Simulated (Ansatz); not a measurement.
# Dielectric response of CdS (110) films, part 3 of 4

Wanted: ε of zincblende CdS (110) by finite fields on slabs, and the band edges against the vacuum where run.

Ansatz 0.2.0; plane-wave DFT, PBEsol, Ansatz PAW.

So far, gap on the k-mesh (eV): step 2 (relaxation, 10 atoms, units 5) 1.54; step 5 (applied field, field -0.05 V/Å) 1.54; step 7 (field 0.05 V/Å, other threshold, other force threshold) 1.54; step 8 (field -0.05 V/Å, other threshold, other force threshold) 1.54; step 10 (16 atoms, units 8) 1.36.

## 11. The relaxed film, single point, 16 atoms, units 8

The next thickness, treated alike, so that differences show the interior and the faces cancel.

File input.yaml:

```yaml
crystal:
  lattice:
    - [4.11536147, 0.0, 0.0]
    - [0.0, 5.82, 0.0]
    - [0.0, 0.0, 32.4037651328]
  atoms:
    - { symbol: Cd, position: [0.5, 0.5574221317, 0.2922235427] }
    - { symbol: S, position: [0.0, 0.7561686102, 0.2724382272] }
    - { symbol: Cd, position: [0.0, -0.0122327101, 0.3374282052] }
    - { symbol: S, position: [0.5, 0.2379698486, 0.342498848] }
    - { symbol: Cd, position: [0.5, 0.4906901416, 0.4064093882] }
    - { symbol: S, position: [0.0, 0.7422297402, 0.4031273305] }
    - { symbol: Cd, position: [0.0, -0.0113538261, 0.4669144007] }
    - { symbol: S, position: [0.5, 0.2391060699, 0.4692153368] }
    - { symbol: Cd, position: [0.5, 0.4886461755, 0.5330855999] }
    - { symbol: S, position: [0.0, 0.7391060713, 0.5307846622] }
    - { symbol: Cd, position: [0.0, -0.0093098496, 0.5935906119] }
    - { symbol: S, position: [0.5, 0.2422297481, 0.5968726687] }
    - { symbol: Cd, position: [0.5, 0.4877672861, 0.6625717992] }
    - { symbol: S, position: [0.0, 0.7379698452, 0.6575011477] }
    - { symbol: Cd, position: [0.0, 0.0574221203, 0.7077764587] }
    - { symbol: S, position: [0.5, 0.2561685971, 0.7275617723] }
kpoints:
  mp_grid: { grid: [6, 6, 1] }
hamiltonian:
  xc: pbesol
scf:
  occupations: { method: fixed }
  convergence: { dr2_threshold: 1.0e-09 }
efield:
  axis: 3
  dipole_correction: true
  ramp_position: 0.97
  ramp_width: 0.06
output:
  eigenvalues: true
  write_potential: true
  write_density: true
  volumetric_format: npy
  elf: true
```

Command:

```sh
$ ansatz run input.yaml --threads 4 --pin off --max-ram 12288MiB --backend cpu --events-out ev --progress --plain --runs-dir out
```

Numbers of over 12 decimals in the logs are rounded to 6 here.

The log of the run:

```text
[...]
Crystal: 16 atoms, lattice volume = 776.116 Å³
Basis set: ecut = 420 eV, 15099 PW (Γ)
Bands: 125, of which v1, the nominal top of the filled ones, is band 104 counted from 1 (103 counted from 0)
Symmetry: 2 space group operations
k-points: 16 of 36 (time reversal used)
[...]
k-point 1: bands = [... 100 lower, 0.3024, 0.3860, 0.4069, 0.4245, 2.3800, 2.7698, 3.3155, 3.8424, ... 17 higher]
  k-point 2: bands = [... 100 lower, 0.1181, 0.1194, 0.1597, 0.1727, 3.2381, 3.2904, 3.3890, 3.5778, ... 17 higher]
  k-point 15: bands = [... 100 lower, -0.2703, -0.2703, -0.1239, -0.1238, 3.6128, 3.6128, 4.2333, 4.2333, ... 17 higher]
[key lines of the parts left out:]
SCF converged after 10 iterations
Free energy (F): -72560.490703 eV
Fermi energy:    0.565633 eV
Dipole field:    D = 0.000001 V/Å  (p = 0.000006 e·Å, saw-weighted, corrected)
Work function:   Φ+ = 5.9806 eV   Φ− = 5.9806 eV
```

It took 79 s on 4 threads of Arm Neoverse V1, shared host; peak memory 2.9 GiB.

The gap is 1.36 eV, with the valence edge 5.98 eV and the conduction edge 4.62 eV under the upper vacuum level.

## 12. Atoms held, 16 atoms, units 8, field 0.05 V/Å

Edit input.yaml of step 11 so:

```diff
@@ -28,3 +28,3 @@
   occupations: { method: fixed }
-  convergence: { dr2_threshold: 1.0e-09 }
+  convergence: { dr2_threshold: 1.0e-10 }
 efield:
@@ -34,4 +34,4 @@
   ramp_width: 0.06
+  amplitude: 0.05
 output:
-  eigenvalues: true
   write_potential: true
@@ -39,2 +39 @@
   volumetric_format: npy
-  elf: true
```

The log of the run:

```text
[...]
Crystal: 16 atoms, lattice volume = 776.116 Å³
Basis set: ecut = 420 eV, 15099 PW (Γ)
Bands: 125, of which v1, the nominal top of the filled ones, is band 104 counted from 1 (103 counted from 0)
Symmetry: 2 space group operations
k-points: 16 of 36 (time reversal used)
[...]
k-point 0: bands = [... 100 lower, 0.3984, 0.4534, 0.5063, 0.5880, 1.9200, 2.5905, 3.3485, 3.9329, ... 17 higher]
  k-point 1: bands = [... 100 lower, 0.2990, 0.3776, 0.3930, 0.4575, 2.3772, 2.7706, 3.3154, 3.8415, ... 17 higher]
  k-point 2: bands = [... 100 lower, 0.0692, 0.1303, 0.1687, 0.2050, 3.2177, 3.3054, 3.3905, 3.5767, ... 17 higher]
  k-point 15: bands = [... 100 lower, -0.3000, -0.2372, -0.1612, -0.0846, 3.5921, 3.6300, 4.2274, 4.2401, ... 17 higher]
[key lines of the parts left out:]
SCF converged after 14 iterations
Free energy (F): -72560.493040 eV
Fermi energy:    0.587998 eV
Dipole field:    D = 0.021796 V/Å  (p = 0.093484 e·Å, saw-weighted, corrected)
```

The job ended after 91 s (4 threads; peak memory 2.9 GiB; 6 min of CPU time).

The dipole is 0.0935 e·Å, and the gap on the mesh 1.332 eV.

## 13. Atoms held, 16 atoms, units 8, field -0.05 V/Å

Edit input.yaml of step 12 so:

```diff
@@ -34,3 +34,3 @@
   ramp_width: 0.06
-  amplitude: 0.05
+  amplitude: -0.05
 output:
```

The log of the run:

```text
[...]
Crystal: 16 atoms, lattice volume = 776.116 Å³
Basis set: ecut = 420 eV, 15099 PW (Γ)
Bands: 125, of which v1, the nominal top of the filled ones, is band 104 counted from 1 (103 counted from 0)
Symmetry: 2 space group operations
k-points: 16 of 36 (time reversal used)
[...]
k-point 0: bands = [... 100 lower, 0.3984, 0.4534, 0.5063, 0.5880, 1.9200, 2.5905, 3.3485, 3.9329, ... 17 higher]
  k-point 1: bands = [... 100 lower, 0.2990, 0.3776, 0.3930, 0.4575, 2.3772, 2.7706, 3.3154, 3.8415, ... 17 higher]
  k-point 2: bands = [... 100 lower, 0.0693, 0.1303, 0.1687, 0.2050, 3.2177, 3.3054, 3.3905, 3.5767, ... 17 higher]
  k-point 15: bands = [... 100 lower, -0.3000, -0.2372, -0.1612, -0.0846, 3.5921, 3.6300, 4.2274, 4.2401, ... 17 higher]
[key lines of the parts left out:]
SCF converged after 13 iterations
Free energy (F): -72560.493040 eV
Fermi energy:    0.587998 eV
Dipole field:    D = -0.021796 V/Å  (p = -0.093483 e·Å, saw-weighted, corrected)
```

Run time: 88 s. Hardware: 4 threads; peak memory 2.9 GiB.

The dipole is -0.0935 e·Å, and the gap on the mesh 1.332 eV.

## 14. Response with the atoms held, 16 atoms, units 8

This step: plane-wave DFT, PBEsol, Ansatz PAW; response to a field along the normal, atoms held (Ansatz 0.2.0).

Local field over the applied field, running mean. From the potentials at -0.05 and 0.05 V/Å; running mean over 2.058 Å, taken twice. Local field over applied field against z:

```tsv
z (Å)	local field over applied field
4	0.999
5	0.995
6	0.960
7	0.816
8	0.539
9	0.275
10	0.159
11	0.153
12	0.160
13	0.157
14	0.157
15	0.158
16	0.158
17	0.158
18	0.158
19	0.157
20	0.159
21	0.157
22	0.150
23	0.208
24	0.420
25	0.716
26	0.920
27	0.988
28	0.999
```

The induced dipole is that of a conductor 14.13 Å thick.

## 15. Relaxing the film, 24 atoms, units 12

This step: plane-wave DFT, PBEsol, Ansatz PAW (Ansatz 0.2.0).

System of this step: CdS (110), 12 units. The cell holds 24 atoms: 12 Cd and 12 S. Its edges and angles: a = 4.115 Å, b = 5.820 Å, c = 40.634 Å, α = 90.0°, β = 90.0°, γ = 90.0°. It derives from CdS (zincblende CdS). Vacuum lies along c.

The next thickness, treated alike, so that differences show the interior and the faces cancel.

File input.yaml:

```yaml
crystal:
  lattice:
    - [4.11536147, 0.0, 0.0]
    - [0.0, 5.82, 0.0]
    - [0.0, 0.0, 40.6344880658]
  atoms:
    - { symbol: Cd, position: [0.5, 0.5, 0.2214867328] }
    - { symbol: S, position: [0.0, 0.75, 0.2214867328] }
    - { symbol: Cd, position: [0.0, 0.0, 0.2721255086] }
    - { symbol: S, position: [0.5, 0.25, 0.2721255086] }
    - { symbol: Cd, position: [0.5, 0.5, 0.3227642845] }
    - { symbol: S, position: [0.0, 0.75, 0.3227642845] }
    - { symbol: Cd, position: [0.0, 0.0, 0.3734030604] }
    - { symbol: S, position: [0.5, 0.25, 0.3734030604] }
    - { symbol: Cd, position: [0.5, 0.5, 0.4240418362] }
    - { symbol: S, position: [0.0, 0.75, 0.4240418362] }
    - { symbol: Cd, position: [0.0, 0.0, 0.4746806121] }
    - { symbol: S, position: [0.5, 0.25, 0.4746806121] }
    - { symbol: Cd, position: [0.5, 0.5, 0.5253193879] }
    - { symbol: S, position: [0.0, 0.75, 0.5253193879] }
    - { symbol: Cd, position: [0.0, 0.0, 0.5759581638] }
    - { symbol: S, position: [0.5, 0.25, 0.5759581638] }
    - { symbol: Cd, position: [0.5, 0.5, 0.6265969396] }
    - { symbol: S, position: [0.0, 0.75, 0.6265969396] }
    - { symbol: Cd, position: [0.0, 0.0, 0.6772357155] }
    - { symbol: S, position: [0.5, 0.25, 0.6772357155] }
    - { symbol: Cd, position: [0.5, 0.5, 0.7278744914] }
    - { symbol: S, position: [0.0, 0.75, 0.7278744914] }
    - { symbol: Cd, position: [0.0, 0.0, 0.7785132672] }
    - { symbol: S, position: [0.5, 0.25, 0.7785132672] }
kpoints:
  mp_grid: { grid: [6, 6, 1] }
hamiltonian:
  xc: pbesol
scf:
  occupations: { method: fixed }
  convergence: { dr2_threshold: 1.0e-09 }
efield:
  axis: 3
  dipole_correction: true
  ramp_position: 0.97
  ramp_width: 0.06
relax:
  f_tol: 0.003
  max_steps: 100
output:
  write_potential: true
  write_density: true
  volumetric_format: npy
```

The log of the run:

```text
[...]
Crystal: 24 atoms, lattice volume = 973.253 Å³
Basis set: ecut = 420 eV, 18941 PW (Γ), exchange–correlation on 60×80×576 points (8 copies of the dense FFT grid, shifted against one another)
Bands: 188, of which v1, the nominal top of the filled ones, is band 156 counted from 1 (155 counted from 0)
Symmetry: 2 space group operations
[...]
- { symbol: Cd, position: [0.5, 0.491413, 0.627506] }
    - { symbol: S, position: [0.0, 0.742095, 0.626240] }
    - { symbol: Cd, position: [0.0, -0.00576249, 0.676258] }
    - { symbol: S, position: [0.5, 0.245901, 0.678549] }
    - { symbol: Cd, position: [0.5, 0.490954, 0.730975] }
    - { symbol: S, position: [0.0, 0.741331, 0.727149] }
    - { symbol: Cd, position: [0.0, 0.060936, 0.767210] }
    - { symbol: S, position: [0.5, 0.259980, 0.782875] }
[key lines of the parts left out:]
SCF converged after 7 iterations
Free energy (F): -108841.380173 eV
Fermi energy:    1.848732 eV
Dipole field:    D = 0.000001 V/Å  (p = 0.000007 e·Å, saw-weighted, corrected)
Work function:   Φ+ = 5.9810 eV   Φ− = 5.9811 eV
```

Elapsed: 11 min, on 4 threads; peak memory 4.2 GiB.

Step by step:

```tsv
step	energy less that of the first step (eV)	largest force component (eV/Å)
1	0.0000	0.9695
2	-0.5188	0.5650
3	-0.7501	0.2545
4	-0.8074	0.0561
5	-0.8101	0.0247
6	-0.8108	0.0182
7	-0.8110	0.0023
```

The run keeps the 2 symmetry operations that it works with, so distortions that break them were not tested.

The atoms that moved most (Å):

```tsv
atom	dx	dy	dz	length
Cd1	0.000	0.355	0.459	0.580
Cd23	0.000	0.355	-0.459	0.580
S2	0.000	0.058	-0.177	0.187
S24	0.000	0.058	0.177	0.187
Cd21	0.000	-0.053	0.126	0.137
Cd3	0.000	-0.053	-0.126	0.137
Cd17	0.000	-0.050	0.037	0.062
Cd7	0.000	-0.050	-0.037	0.062
```

Running mean over 2.058 Å of the planar mean; the ramp of the sawtooth is left out. Electron's electrostatic potential energy less the highest filled level against z:

```tsv
z (Å)	electron's electrostatic potential energy less the highest filled level (eV)
4	5.98
5	5.98
6	5.97
7	5.66
8	2.88
9	-0.549
10	-2.06
11	-1.85
12	-1.12
13	-1.20
14	-1.32
15	-1.33
16	-1.24
17	-1.25
18	-1.29
19	-1.29
20	-1.26
21	-1.27
22	-1.29
23	-1.29
24	-1.24
25	-1.26
26	-1.33
27	-1.29
28	-1.12
29	-1.25
30	-2.18
31	-1.65
32	0.429
33	4.28
34	5.88
35	5.98
36	5.98
37	5.98
```

The relaxation took 7 steps and lowered the energy by 0.81 eV; the largest force on the free atoms ends at 0.0023 eV/Å.

The gap is 1.23 eV, with the valence edge 5.98 eV and the conduction edge 4.75 eV under the upper vacuum level.

## 16. Comparing the runs

Times are for 4 threads of Arm Neoverse V1, shared host. The runs compared:

```tsv
no.	units	gap by band count (eV)	ionisation energy, upper face (eV)	electron affinity, upper face (eV)	time	memory (GiB)
1	5	1.543	5.947	4.404	1.9 min	1.5
2	8	1.356	5.981	4.625	5.2 min	2.4
3	12	1.226	5.981	4.755	11 min	4.2
```

The runs together. Table of valence density, planar mean by z:

```tsv
z (Å)	5 (e/Å³)	8 (e/Å³)	12 (e/Å³)
5.5	4.6e-5	4.9e-5	4.9e-5
6.0	2.0e-4	2.1e-4	2.2e-4
6.5	9.2e-4	9.7e-4	9.9e-4
7.0	0.00416	0.00439	0.00447
7.5	0.0196	0.0207	0.0210
8.0	0.0799	0.0826	0.0836
8.5	0.201	0.199	0.201
9.0	0.551	0.533	0.541
9.5	0.973	0.964	0.966
10.0	0.402	0.430	0.423
10.5	0.525	0.579	0.583
11.0	1.01	0.995	0.985
11.5	0.454	0.416	0.417
12.0	0.169	0.169	0.171
12.5	0.347	0.314	0.327
13.0	0.970	0.921	0.935
13.5	0.638	0.710	0.690
14.0	0.185	0.200	0.196
14.5	0.254	0.333	0.331
15.0	0.829	0.957	0.949
15.5	0.849	0.667	0.673
16.0	0.317	0.205	0.205
16.5	0.735	0.247	0.259
17.0	0.855	0.794	0.837
17.5	0.288	0.855	0.822
18.0	0.133	0.262	0.241
18.5	0.0382	0.247	0.230
19.0	0.00861	0.836	0.790
19.5	0.00185	0.804	0.854
20.0	4.1e-4	0.254	0.270
20.5	9.3e-5	0.185	0.205
21.0	2.1e-5	0.534	0.677
21.5	4.9e-6	1.00	0.940
22.0	1.2e-6	0.461	0.319
22.5	0	0.532	0.190
23.0	0	0.969	0.628
23.5	0	0.419	0.965
24.0	0	0.175	0.368
24.5	0	0.0640	0.176
25.0	0	0.0152	0.494
25.5	0	0.00320	1.01
26.0	0	7.2e-4	0.476
```

## 17. The relaxed film, single point, 24 atoms, units 12

The next thickness, treated alike, so that differences show the interior and the faces cancel.

File input.yaml:

```yaml
crystal:
  lattice:
    - [4.11536147, 0.0, 0.0]
    - [0.0, 5.82, 0.0]
    - [0.0, 0.0, 40.6344880658]
  atoms:
    - { symbol: Cd, position: [0.5, 0.5609365293, 0.2327895318] }
    - { symbol: S, position: [0.0, 0.7599804898, 0.217124844] }
    - { symbol: Cd, position: [0.0, -0.0090462598, 0.2690248149] }
    - { symbol: S, position: [0.5, 0.2413308404, 0.2728507504] }
    - { symbol: Cd, position: [0.5, 0.4942377014, 0.32374222] }
    - { symbol: S, position: [0.0, 0.7459015616, 0.3214509687] }
    - { symbol: Cd, position: [0.0, -0.0085866037, 0.372493539] }
    - { symbol: S, position: [0.5, 0.2420953136, 0.3737595565] }
    - { symbol: Cd, position: [0.5, 0.493445739, 0.4243363277] }
    - { symbol: S, position: [0.0, 0.7437009936, 0.4235916771] }
    - { symbol: Cd, position: [0.0, -0.0071675759, 0.4743384325] }
    - { symbol: S, position: [0.5, 0.2431721666, 0.4748944152] }
    - { symbol: Cd, position: [0.5, 0.492832377, 0.5256615762] }
    - { symbol: S, position: [0.0, 0.7431721212, 0.5251055701] }
    - { symbol: Cd, position: [0.0, -0.0065543871, 0.5756636791] }
    - { symbol: S, position: [0.5, 0.2437008736, 0.5764083117] }
    - { symbol: Cd, position: [0.5, 0.4914132225, 0.6275064649] }
    - { symbol: S, position: [0.0, 0.7420951447, 0.6262404379] }
    - { symbol: Cd, position: [0.0, -0.005762491, 0.6762577819] }
    - { symbol: S, position: [0.5, 0.2459013764, 0.6785490308] }
    - { symbol: Cd, position: [0.5, 0.4909535535, 0.7309751875] }
    - { symbol: S, position: [0.0, 0.7413306584, 0.7271492516] }
    - { symbol: Cd, position: [0.0, 0.0609363464, 0.7672104715] }
    - { symbol: S, position: [0.5, 0.2599803085, 0.782875159] }
kpoints:
  mp_grid: { grid: [6, 6, 1] }
hamiltonian:
  xc: pbesol
scf:
  occupations: { method: fixed }
  convergence: { dr2_threshold: 1.0e-09 }
efield:
  axis: 3
  dipole_correction: true
  ramp_position: 0.97
  ramp_width: 0.06
output:
  eigenvalues: true
  dos: { projected: true, e_range: [-7, 7] }
  write_potential: true
  write_density: true
  volumetric_format: npy
checkpoint:
  write: end12.run
  compress: false
  write_wavefunctions: false
```

The log of the run:

```text
[...]
Crystal: 24 atoms, lattice volume = 973.253 Å³
Basis set: ecut = 420 eV, 18941 PW (Γ)
Bands: 188, of which v1, the nominal top of the filled ones, is band 156 counted from 1 (155 counted from 0)
Symmetry: 2 space group operations
k-points: 16 of 36 (time reversal used)
[...]
k-point 0: bands = [... 152 lower, 1.7634, 1.7824, 1.8352, 1.8487, 3.0752, 3.5307, 4.0489, 4.5889, ... 28 higher]
  k-point 1: bands = [... 152 lower, 1.6579, 1.6998, 1.7037, 1.7071, 3.6076, 3.8393, 4.1715, 4.5557, ... 28 higher]
  k-point 2: bands = [... 152 lower, 1.4055, 1.4056, 1.4542, 1.4570, 4.5213, 4.5572, 4.6224, 4.6720, ... 28 higher]
  k-point 15: bands = [... 152 lower, 1.0481, 1.0481, 1.1707, 1.1707, 4.8288, 4.8288, 5.1671, 5.1671, ... 28 higher]
[key lines of the parts left out:]
SCF converged after 10 iterations
Free energy (F): -108841.380732 eV
Fermi energy:    1.848742 eV
Dipole field:    D = -0.000001 V/Å  (p = -0.000004 e·Å, saw-weighted, corrected)
Work function:   Φ+ = 5.9810 eV   Φ− = 5.9810 eV
```

It took 2.8 min on 4 threads; peak memory 5.1 GiB; 11 min of CPU time.

Running mean over 2.058 Å of the planar mean; the ramp of the sawtooth is left out. Electron's electrostatic potential energy less the highest filled level against z:

```tsv
z (Å)	electron's electrostatic potential energy less the highest filled level (eV)
4	5.98
6	5.97
8	2.88
10	-2.06
12	-1.12
14	-1.32
16	-1.24
18	-1.29
20	-1.26
22	-1.29
24	-1.24
26	-1.33
28	-1.12
30	-2.18
32	0.429
34	5.88
36	5.98
```

The gap is 1.23 eV, with the valence edge 5.98 eV and the conduction edge 4.75 eV under the upper vacuum level.

## 18. Atoms held, 24 atoms, units 12, field 0.05 V/Å

Edit input.yaml of step 17 so:

```diff
@@ -36,3 +36,3 @@
   occupations: { method: fixed }
-  convergence: { dr2_threshold: 1.0e-09 }
+  convergence: { dr2_threshold: 1.0e-10 }
 efield:
@@ -42,5 +42,4 @@
   ramp_width: 0.06
+  amplitude: 0.05
 output:
-  eigenvalues: true
-  dos: { projected: true, e_range: [-7, 7] }
   write_potential: true
@@ -48,5 +47 @@
   volumetric_format: npy
-checkpoint:
-  write: end12.run
-  compress: false
-  write_wavefunctions: false
```

The log of the run:

```text
[...]
Crystal: 24 atoms, lattice volume = 973.253 Å³
Basis set: ecut = 420 eV, 18941 PW (Γ)
Bands: 188, of which v1, the nominal top of the filled ones, is band 156 counted from 1 (155 counted from 0)
Symmetry: 2 space group operations
k-points: 16 of 36 (time reversal used)
[...]
k-point 0: bands = [... 152 lower, 1.7510, 1.8014, 1.8038, 1.9064, 3.0708, 3.5310, 4.0492, 4.5886, ... 28 higher]
  k-point 1: bands = [... 152 lower, 1.6485, 1.6597, 1.7241, 1.7764, 3.5987, 3.8418, 4.1728, 4.5558, ... 28 higher]
  k-point 2: bands = [... 152 lower, 1.3470, 1.3953, 1.4873, 1.5249, 4.4731, 4.5756, 4.6335, 4.6767, ... 28 higher]
  k-point 15: bands = [... 152 lower, 1.0115, 1.1016, 1.1080, 1.2387, 4.8009, 4.8440, 5.1588, 5.1804, ... 28 higher]
[key lines of the parts left out:]
SCF converged after 14 iterations
Free energy (F): -108841.384222 eV
Fermi energy:    1.906423 eV
Dipole field:    D = 0.025958 V/Å  (p = 0.139618 e·Å, saw-weighted, corrected)
```

Elapsed: 3.1 min, on 4 threads; peak memory 5 GiB; 12 min of CPU time.

The dipole is 0.140 e·Å, and the gap on the mesh 1.164 eV.

## 19. Atoms held, 24 atoms, units 12, field -0.05 V/Å

Edit input.yaml of step 18 so:

```diff
@@ -42,3 +42,3 @@
   ramp_width: 0.06
-  amplitude: 0.05
+  amplitude: -0.05
 output:
```

The log of the run:

```text
[...]
Crystal: 24 atoms, lattice volume = 973.253 Å³
Basis set: ecut = 420 eV, 18941 PW (Γ)
Bands: 188, of which v1, the nominal top of the filled ones, is band 156 counted from 1 (155 counted from 0)
Symmetry: 2 space group operations
k-points: 16 of 36 (time reversal used)
[...]
k-point 0: bands = [... 152 lower, 1.7510, 1.8014, 1.8038, 1.9064, 3.0708, 3.5310, 4.0492, 4.5886, ... 28 higher]
  k-point 1: bands = [... 152 lower, 1.6485, 1.6597, 1.7241, 1.7764, 3.5987, 3.8418, 4.1728, 4.5558, ... 28 higher]
  k-point 2: bands = [... 152 lower, 1.3470, 1.3953, 1.4873, 1.5249, 4.4731, 4.5756, 4.6335, 4.6767, ... 28 higher]
  k-point 15: bands = [... 152 lower, 1.0115, 1.1016, 1.1080, 1.2387, 4.8009, 4.8440, 5.1588, 5.1804, ... 28 higher]
[key lines of the parts left out:]
SCF converged after 14 iterations
Free energy (F): -108841.384222 eV
Fermi energy:    1.906427 eV
Dipole field:    D = -0.025958 V/Å  (p = -0.139616 e·Å, saw-weighted, corrected)
```

Run time: 3.1 min. Hardware: 4 threads; peak memory 5 GiB; 12 min of CPU time.

The dipole is -0.140 e·Å, and the gap on the mesh 1.164 eV.

## 20. Response with the atoms held, 24 atoms, units 12

This step: plane-wave DFT, PBEsol, Ansatz PAW; response to a field along the normal, atoms held (Ansatz 0.2.0).

Local field over the applied field, running mean. From the potentials at -0.05 and 0.05 V/Å; running mean over 2.058 Å, taken twice. Local field over applied field against z:

```tsv
z (Å)	local field over applied field
4	0.999
5	0.995
6	0.959
7	0.815
8	0.537
9	0.273
10	0.158
11	0.152
12	0.159
13	0.157
14	0.156
15	0.157
16	0.156
17	0.156
18	0.156
19	0.156
20	0.155
21	0.156
22	0.156
23	0.156
24	0.156
25	0.157
26	0.157
27	0.156
28	0.158
29	0.158
30	0.149
31	0.182
32	0.356
33	0.649
34	0.885
35	0.980
36	0.998
```

The induced dipole is that of a conductor 21.10 Å thick.

(Continued in part 4 of 4.)

[Logs are printed without paths, hosts, clocks, repeated set-up lines and the standing remarks that a program may print on its own settings, such as how far it seeks lower states.]

[Hosts, paths, dates, database ids (printed as entryN), source tags and the programs' standing remarks are cut or masked in the printed files.]

[Maps of the electrostatic potential energy from Ansatz leave out the sawtooth potential of an applied field or a dipole correction, so their vacuum need not be flat; planar profiles and work functions include it.]
